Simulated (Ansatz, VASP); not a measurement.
Two plane-wave programs on SiC

The input INCAR:

```
PREC = Accurate ; ENCUT = 520
EDIFF = 1E-6 ; ISMEAR = 0
SIGMA = 0.05 ; LREAL = False
LASPH = True ; NELM = 80
ALGO = Normal ; ISIF = 2
LWAVE = False ; LCHARG = False
GGA = PE ; NBANDS = 11
```

The input KPOINTS:

```
Automatic mesh
0
Gamma
  12 12 12
```

The input POSCAR:

```
SiC
1.0
    0.0000000000      2.1740000000      2.1413900000
    2.1740000000      0.0000000000      2.1413900000
    2.1740000000      2.1740000000      0.0000000000
Si C
1 1
Direct
    0.0000000000      0.0000000000      0.0000000000
    0.7500000000      0.7500000000      0.7500000000
```

Input for Ansatz:

```yaml
crystal:
  lattice:
    - [0.0, 2.174, 2.14139]
    - [2.174, 0.0, 2.14139]
    - [2.174, 2.174, 0.0]
  atoms:
    - { symbol: Si, position: [0.0, 0.0, 0.0] }
    - { symbol: C, position: [0.75, 0.75, 0.75] }
basis:
  ecutwfc: 420
kpoints:
  mp_grid: { grid: [12, 12, 12] }
hamiltonian:
  xc: pbe
scf:
  occupations: { method: gaussian, width: 0.05 }
output:
  forces: true
  stress: true
  eigenvalues: true
```

Change from the starting cell: strain +0.000 along x and y, -0.015 along z, atoms carried along.

Alike in both runs: task single point; functional PBE; k mesh 12 × 12 × 12; occupations gaussian, width 0.05 eV; no spin polarisation.

|  | VASP | Ansatz |
| --- | --- | --- |
| version | VASP 6.6.1 | Ansatz 0.2.0 |
| potentials or method | VASP PAW PBE potentials, release 64 (Si, C) | scalar-relativistic, plane waves, PAW |
| plane-wave cutoff (eV) | 520 | 420 |
| valence electrons in the cell | 8 | 8 |

VASP gave:

```
gap on the k mesh at the Fermi level (eV)       : 1.18
least direct gap on the mesh (eV)               : 4.54
pressure (GPa)                                  : 8.4
largest component of the traceless stress (GPa) : 2.51
```

Q: What did Ansatz give for the same quantities?

A: gap on the k mesh at the Fermi level (eV): 1.18; least direct gap on the mesh (eV): 4.55; pressure (GPa): 8.4; largest component of the traceless stress (GPa): 2.51.

The functional is the same, so the differences come from potentials, cutoffs and numerics.

A k mesh can miss the band edges.
